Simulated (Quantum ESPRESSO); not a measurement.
# Zr in Quantum ESPRESSO: work function with PBE

Aim: the work function of Zr with PBE.

Program: Quantum ESPRESSO 7.5. These are calculated values, not measurements. Logs are shortened: lines on timing, memory, paths and dates and some standing lists are left out, and cuts for length are marked.

### Step 1. Starting point

The cell holds a slab with vacuum, 7 atoms: a = 3.189 Å, b = 4.510 Å, c = 24.567 Å, α = 90.00°, β = 90.00°, γ = 90.00°.

### Step 2. Work function, PBE

File pw.in:

```
&CONTROL
  calculation = 'scf'
  prefix = 'pwscf'
  outdir = './tmp'
  pseudo_dir = './pseudo'
  tprnfor = .true.
  disk_io = 'low'
/
&SYSTEM
  ibrav = 0
  celldm(1) = 8
  nat = 7
  ntyp = 1
  ecutwfc = 66
  nbnd = 55
  occupations = 'smearing'
  smearing = 'fd'
  degauss = 0.00367493
/
&ELECTRONS
  conv_thr = 7d-09
  electron_maxstep = 150
  mixing_beta = 0.3
  mixing_mode = 'local-TF'
/
ATOMIC_SPECIES
Zr    91.2240 Zr.upf
CELL_PARAMETERS alat
  0.7533042611825   0.0000000000000   0.0000000000000
  0.0000000000000   1.0653331027578   0.0000000000000
  0.0000000000000   0.0000000000000   5.8031492672209
ATOMIC_POSITIONS crystal
Zr     0.5000000000    0.5000000000    0.3052856579
Zr     0.0000000000    0.0000000000    0.3701904386
Zr     0.5000000000    0.5000000000    0.4350952193
Zr     0.0000000000    0.0000000000    0.5000000000
Zr     0.5000000000    0.5000000000    0.5649047807
Zr     0.0000000000    0.0000000000    0.6298095614
Zr     0.5000000000    0.5000000000    0.6947143421
K_POINTS automatic
8 6 1 0 0 0
```

File pp_density.in:

```
&INPUTPP
  prefix = 'pwscf'
  outdir = './tmp'
  filplot = 'density.dat'
  plot_num = 0
/
&PLOT
  nfile = 1
  filepp(1) = 'density.dat'
  iflag = 3
  output_format = 6
  fileout = 'density.cube'
/
```

File pp_potential.in:

```
&INPUTPP
  prefix = 'pwscf'
  outdir = './tmp'
  filplot = 'potential.dat'
  plot_num = 11
/
&PLOT
  nfile = 1
  filepp(1) = 'potential.dat'
  iflag = 3
  output_format = 6
  fileout = 'potential.cube'
/
```

File pp_elf.in:

```
&INPUTPP
  prefix = 'pwscf'
  outdir = './tmp'
  filplot = 'elf.dat'
  plot_num = 8
/
&PLOT
  nfile = 1
  filepp(1) = 'elf.dat'
  iflag = 3
  output_format = 6
  fileout = 'elf.cube'
/
```

Potentials or basis: PseudoDojo 0.4.1 SR PBE standard.

Run with:

```
$ OMP_NUM_THREADS=1 pw.x -in pw.in > pw.out
$ OMP_NUM_THREADS=1 pp.x -in pp_density.in > pp_density.out
$ OMP_NUM_THREADS=1 pp.x -in pp_potential.in > pp_potential.out
$ OMP_NUM_THREADS=1 pp.x -in pp_elf.in > pp_elf.out
```

pw.out:

```text
This program is part of the open-source Quantum ESPRESSO suite
     for quantum simulation of materials; please cite
[... 9 lines left out ...]
     --------------------
     sticks:   dense  smooth     PW     G-vecs:    dense   smooth      PW
     Sum        1071    1071    315               172567   172567   27171

     Using Slab Decomposition

     bravais-lattice index     =            0
     lattice parameter (alat)  =       8.0000  a.u.
     unit-cell volume          =    2384.4573 (a.u.)^3
     number of atoms/cell      =            7
     number of atomic types    =            1
     number of electrons       =        84.00
     number of Kohn-Sham states=           55
     kinetic-energy cutoff     =      66.0000  Ry
     charge density cutoff     =     264.0000  Ry
     scf convergence threshold =      7.0E-09
     mixing beta               =       0.3000
     number of iterations used =            8  local-TF  mixing
     Exchange-correlation= PBE
                           (   1   4   3   4   0   0   0)

     celldm(1)=   8.000000  celldm(2)=   0.000000  celldm(3)=   0.000000
     celldm(4)=   0.000000  celldm(5)=   0.000000  celldm(6)=   0.000000

     crystal axes: (cart. coord. in units of alat)
               a(1) = (   0.753304   0.000000   0.000000 )
               a(2) = (   0.000000   1.065333   0.000000 )
               a(3) = (   0.000000   0.000000   5.803149 )

     reciprocal axes: (cart. coord. in units 2 pi/alat)
               b(1) = (  1.327485  0.000000  0.000000 )
               b(2) = (  0.000000  0.938674  0.000000 )
               b(3) = (  0.000000  0.000000  0.172320 )

     PseudoPot. # 1 for Zr read from file:
     Zr.upf
     Pseudo is Norm-conserving + core correction, Zval = 12.0
     Generated using ONCVPSP code by D. R. Hamann
     Using radial grid of 1622 points,  6 beta functions with:
                l(1) =   0
                l(2) =   0
                l(3) =   1
                l(4) =   1
                l(5) =   2
                l(6) =   2

     atomic species   valence    mass     pseudopotential
     Zr               12.00    91.22400     Zr( 1.00)

      8 Sym. Ops., with inversion, found

   Cartesian axes

     site n.     atom                  positions (alat units)
         1        Zr     tau(   1) = (   0.3766521   0.5326666   1.7716182  )
         2        Zr     tau(   2) = (   0.0000000   0.0000000   2.1482704  )
         3        Zr     tau(   3) = (   0.3766521   0.5326666   2.5249225  )
         4        Zr     tau(   4) = (   0.0000000   0.0000000   2.9015746  )
         5        Zr     tau(   5) = (   0.3766521   0.5326666   3.2782268  )
         6        Zr     tau(   6) = (   0.0000000   0.0000000   3.6548789  )
         7        Zr     tau(   7) = (   0.3766521   0.5326666   4.0315310  )

     number of k points=    20  Fermi-Dirac smearing, width (Ry)=  0.0037
                       cart. coord. in units 2pi/alat
        k(    1) = (   0.0000000   0.0000000   0.0000000), wk =   0.0416667
        k(    2) = (   0.0000000   0.1564456   0.0000000), wk =   0.0833333
        k(    3) = (   0.0000000   0.3128912   0.0000000), wk =   0.0833333
        k(    4) = (   0.0000000  -0.4693368   0.0000000), wk =   0.0416667
        k(    5) = (   0.1659356   0.0000000   0.0000000), wk =   0.0833333
        k(    6) = (   0.1659356   0.1564456   0.0000000), wk =   0.1666667
[... 12 lines left out ...]
        k(   19) = (  -0.6637424   0.3128912   0.0000000), wk =   0.0833333
        k(   20) = (  -0.6637424  -0.4693368   0.0000000), wk =   0.0416667

     Dense  grid:   172567 G-vectors     FFT dimensions: (  32,  45, 243)

     Initial potential from superposition of free atoms

     starting charge      83.9835, renormalised to      84.0000

     negative rho (up, down):  4.560E-05 0.000E+00
     Starting wfcs are   70 randomized atomic wfcs

     Self-consistent Calculation

     iteration #  1     ecut=    66.00 Ry     beta= 0.30
     Davidson diagonalization with overlap
     ethr =  1.00E-02,  avg # of iterations =  3.2

     total energy              =    -708.59164169 Ry
     estimated scf accuracy    <       6.90498723 Ry

     iteration #  2     ecut=    66.00 Ry     beta= 0.30
     Davidson diagonalization with overlap
     ethr =  8.22E-03,  avg # of iterations =  1.0

     total energy              =    -708.41057808 Ry
     estimated scf accuracy    <       2.99514070 Ry

     iteration #  3     ecut=    66.00 Ry     beta= 0.30
     Davidson diagonalization with overlap
     ethr =  3.57E-03,  avg # of iterations =  1.0

     total energy              =    -708.46025343 Ry
     estimated scf accuracy    <       0.32075592 Ry

     iteration #  4     ecut=    66.00 Ry     beta= 0.30
     Davidson diagonalization with overlap
     ethr =  3.82E-04,  avg # of iterations =  6.4

     total energy              =    -708.45403040 Ry
     estimated scf accuracy    <       0.20595431 Ry

     iteration #  5     ecut=    66.00 Ry     beta= 0.30
     Davidson diagonalization with overlap
     ethr =  2.45E-04,  avg # of iterations =  4.3

     total energy              =    -708.46303802 Ry
     estimated scf accuracy    <       0.05838379 Ry

     iteration #  6     ecut=    66.00 Ry     beta= 0.30
     Davidson diagonalization with overlap
     ethr =  6.95E-05,  avg # of iterations =  7.2

     total energy              =    -708.45300802 Ry
     estimated scf accuracy    <       0.04224729 Ry

     iteration #  7     ecut=    66.00 Ry     beta= 0.30
     Davidson diagonalization with overlap
     ethr =  5.03E-05,  avg # of iterations =  5.3
[... 102 lines left out ...]
     negative rho (up, down):  1.592E-05 0.000E+00

     total energy              =    -708.45296590 Ry
     estimated scf accuracy    <       0.00000109 Ry

     iteration # 20     ecut=    66.00 Ry     beta= 0.30
     Davidson diagonalization with overlap
     ethr =  7.68E-10,  avg # of iterations =  2.6

     total energy              =    -708.45296595 Ry
     estimated scf accuracy    <       0.00000003 Ry

     iteration # 21     ecut=    66.00 Ry     beta= 0.30
     Davidson diagonalization with overlap
     ethr =  3.54E-11,  avg # of iterations =  5.1

     total energy              =    -708.45296598 Ry
     estimated scf accuracy    <       0.00000002 Ry

     iteration # 22     ecut=    66.00 Ry     beta= 0.30
     Davidson diagonalization with overlap
     ethr =  2.50E-11,  avg # of iterations =  3.0

     total energy              =    -708.45296599 Ry
     estimated scf accuracy    <          7.0E-09 Ry

     iteration # 23     ecut=    66.00 Ry     beta= 0.30
     Davidson diagonalization with overlap
     ethr =  8.38E-12,  avg # of iterations =  4.0

     End of self-consistent calculation

          k = 0.0000 0.0000 0.0000 ( 21537 PWs)   bands (ev):

   -44.3588 -44.3587 -43.8747 -43.8258 -43.7606 -43.7280 -43.6986 -22.5264
   -22.5205 -22.4713 -22.4623 -22.2157 -22.0409 -22.0284 -22.0281 -22.0265
   -22.0069 -21.8369 -21.7967 -21.7592 -21.7063 -21.6169 -21.5744 -21.5174
   -21.5108 -21.4449 -21.4382 -21.4018  -0.4362   0.4286   1.5099   2.0524
     2.5344   2.7574   2.7999   3.2330   3.3692   3.7382   4.4804   4.5279
     4.5577   5.0249   5.0706   5.1932   5.2037   5.5406   5.5704   5.9356
     6.0421   6.1486   6.2975   6.3657   6.9456   6.9803   7.0110

          k = 0.0000 0.1564 0.0000 ( 21610 PWs)   bands (ev):

   -44.3577 -44.3576 -43.8639 -43.8200 -43.7619 -43.7347 -43.7092 -22.5548
   -22.5469 -22.4469 -22.4458 -22.2343 -22.1710 -22.0242 -22.0240 -22.0175
   -21.8912 -21.8416 -21.7982 -21.6874 -21.6749 -21.6231 -21.6076 -21.5132
   -21.4877 -21.4749 -21.4583 -21.4232  -0.1516   0.6531   1.5996   2.1654
     2.4325   2.7488   2.9215   2.9556   3.4580   3.9086   4.4725   4.6460
     4.7409   4.9935   5.0498   5.3189   5.6102   5.6287   5.7636   5.9452
     6.0395   6.0446   6.1353   6.1854   6.3369   6.6740   7.0726

          k = 0.0000 0.3129 0.0000 ( 21620 PWs)   bands (ev):

   -44.3555 -44.3554 -43.8344 -43.8042 -43.7685 -43.7525 -43.7344 -22.5921
   -22.5752 -22.4520 -22.4415 -22.2475 -22.2065 -22.0591 -22.0158 -22.0158
   -21.8833 -21.8036 -21.6891 -21.6397 -21.6346 -21.6315 -21.5805 -21.5242
   -21.5184 -21.4944 -21.4938 -21.4806   0.6277   1.2501   1.8026   2.2038
     2.2327   2.5165   2.5931   3.3294   3.8235   4.2934   4.3949   4.6721
     4.8513   5.0837   5.2673   5.4242   5.7016   5.7331   5.8652   5.9027
     5.9347   6.0998   6.1945   6.2953   6.3170   6.3177   6.5803

          k = 0.0000-0.4693 0.0000 ( 21542 PWs)   bands (ev):

   -44.3543 -44.3543 -43.7961 -43.7950 -43.7882 -43.7695 -43.7473 -22.6082
   -22.5843 -22.4684 -22.4474 -22.2598 -22.1906 -22.0451 -22.0116 -22.0116
   -21.9047 -21.8243 -21.6460 -21.6317 -21.5662 -21.5655 -21.5545 -21.5481
   -21.5402 -21.5384 -21.5302 -21.5185   1.6039   1.6464   1.8754   1.9338
     2.0072   2.2770   2.3352   3.8808   3.9406   4.1337   4.3130   4.7162
     5.0555   5.3678   5.4944   5.5223   5.5456   5.6099   5.7099   5.7574
     5.8172   5.8417   6.1791   6.2001   6.3362   6.4039   6.4730

          k = 0.1659 0.0000 0.0000 ( 21591 PWs)   bands (ev):

   -44.3512 -44.3512 -43.8614 -43.8155 -43.7542 -43.7246 -43.6973 -22.5218
   -22.5151 -22.4473 -22.4407 -22.1852 -22.1236 -22.1188 -22.0392 -22.0197
   -21.9902 -21.8198 -21.8193 -21.7578 -21.7547 -21.6715 -21.5877 -21.5694
   -21.5564 -21.4866 -21.4829 -21.4622  -0.1086   0.7280   1.7602   2.3154
     2.7424   2.9849   3.0395   3.5407   3.5691   3.6873   4.1874   4.1933
     4.4971   4.7436   4.7952   5.1992   5.1999   5.4222   5.5175   5.5907
     6.0581   6.1601   6.2445   6.4504   7.1049   7.1077   7.1454
[... 111 lines left out ...]
          k =-0.6637 0.0000 0.0000 ( 21472 PWs)   bands (ev):

   -44.3066 -44.3066 -43.7466 -43.7451 -43.7392 -43.7204 -43.6982 -22.5552
   -22.5531 -22.5298 -22.5125 -22.3082 -22.3081 -22.2668 -22.1955 -22.1609
   -22.0394 -22.0371 -21.8133 -21.7986 -21.7841 -21.7801 -21.7602 -21.7462
   -21.7227 -21.7180 -21.6080 -21.5927   1.9647   2.0251   2.4602   2.6788
     2.7727   2.8006   2.9449   3.3053   3.4294   3.4902   3.7163   3.9759
     4.2280   4.2817   4.5179   4.8384   4.9209   5.0948   5.6872   6.0685
     6.2906   7.1945   7.3814   7.4618   7.4741   7.6283   8.2069

          k =-0.6637 0.1564 0.0000 ( 21554 PWs)   bands (ev):

   -44.3065 -44.3065 -43.7465 -43.7450 -43.7391 -43.7203 -43.6980 -22.5598
   -22.5591 -22.5194 -22.5059 -22.3387 -22.3364 -22.2543 -22.2164 -22.2124
   -22.0606 -22.0421 -21.8307 -21.7809 -21.7729 -21.7557 -21.7523 -21.7240
   -21.7039 -21.6758 -21.6112 -21.5941   2.1957   2.2470   2.5820   2.6102
     2.6922   2.9175   3.0422   3.1711   3.3400   3.6336   3.8918   3.9966
     4.1095   4.5590   5.0498   5.1316   5.1804   5.3996   5.8286   5.8673
     6.0660   6.6237   6.7530   6.8151   7.2439   7.2925   7.5664

          k =-0.6637 0.3129 0.0000 ( 21666 PWs)   bands (ev):

   -44.3063 -44.3063 -43.7462 -43.7447 -43.7388 -43.7200 -43.6978 -22.5768
   -22.5751 -22.4948 -22.4856 -22.4075 -22.3954 -22.2876 -22.2529 -22.2029
   -22.0519 -22.0224 -21.9174 -21.8309 -21.8013 -21.7363 -21.7054 -21.6751
   -21.6240 -21.6071 -21.6004 -21.5879   2.2945   2.3225   2.7481   2.7810
     2.8693   3.1675   3.3447   3.6332   3.6623   3.7429   3.8213   4.3519
     4.7166   5.1712   5.1727   5.4004   5.4300   5.4484   5.5061   5.5302
     5.9924   6.2505   6.2987   6.3558   6.8921   6.9114   7.0572

          k =-0.6637-0.4693 0.0000 ( 21704 PWs)   bands (ev):

   -44.3062 -44.3062 -43.7460 -43.7446 -43.7387 -43.7199 -43.6977 -22.5888
   -22.5850 -22.4634 -22.4609 -22.4522 -22.4463 -22.3114 -22.2693 -22.1513
   -22.0567 -21.9816 -21.9635 -21.8976 -21.8100 -21.7343 -21.6691 -21.6478
   -21.6434 -21.6092 -21.5645 -21.5481   2.1493   2.1686   2.9631   2.9828
     3.2198   3.3203   3.7178   3.8085   3.9013   4.1224   4.2961   4.4745
     4.5794   4.6587   4.9686   5.1766   5.3047   5.3409   5.6043   5.7304
     5.9379   6.1824   6.5113   6.6744   6.8156   6.9852   7.1344

     the Fermi energy is     4.8107 ev

!    total energy              =    -708.45296599 Ry
     estimated scf accuracy    <          5.2E-09 Ry
     smearing contrib. (-TS)   =      -0.00692101 Ry
     internal energy E=F+TS    =    -708.44604499 Ry

     The total energy is F=E-TS. E is the sum of the following terms:
     one-electron contribution =   -4123.68056318 Ry
     hartree contribution      =    2066.50674311 Ry
     xc contribution           =    -139.87893969 Ry
     ewald contribution        =    1488.60671477 Ry

     convergence has been achieved in  23 iterations

     Forces acting on atoms (cartesian axes, Ry/au):

     atom    1 type  1   force =     0.00000000    0.00000000    0.02134410
     atom    2 type  1   force =     0.00000000    0.00000000   -0.01409930
     atom    3 type  1   force =     0.00000000    0.00000000   -0.00547339
     atom    4 type  1   force =     0.00000000    0.00000000    0.00000000
     atom    5 type  1   force =     0.00000000    0.00000000    0.00547339
     atom    6 type  1   force =     0.00000000    0.00000000    0.01409930
     atom    7 type  1   force =     0.00000000    0.00000000   -0.02134410

     Total force =     0.036995     Total SCF correction =     0.000121

=------------------------------------------------------------------------------=
   JOB DONE.
=------------------------------------------------------------------------------=
```

It took 17 min on 1 thread of Arm Neoverse V1, shared host; peak memory 0.64 GiB.

Results:

| Property | Result |
| --- | --- |
| Free energy | -9638.9936 eV |
| Largest force | 0.549 eV/Å |
| Band gap on the k mesh | none (metal or under the smearing width) |
| Work function of the upper face | 3.23 eV |
| Work function of the lower face | 3.23 eV |

Forces on the atoms (eV/Å):
```
Zr   0.000  0.000  0.549
Zr   0.000  0.000 -0.363
Zr   0.000  0.000 -0.141
Zr   0.000  0.000  0.000
Zr   0.000  0.000  0.141
Zr   0.000  0.000  0.363
Zr   0.000  0.000 -0.549
```
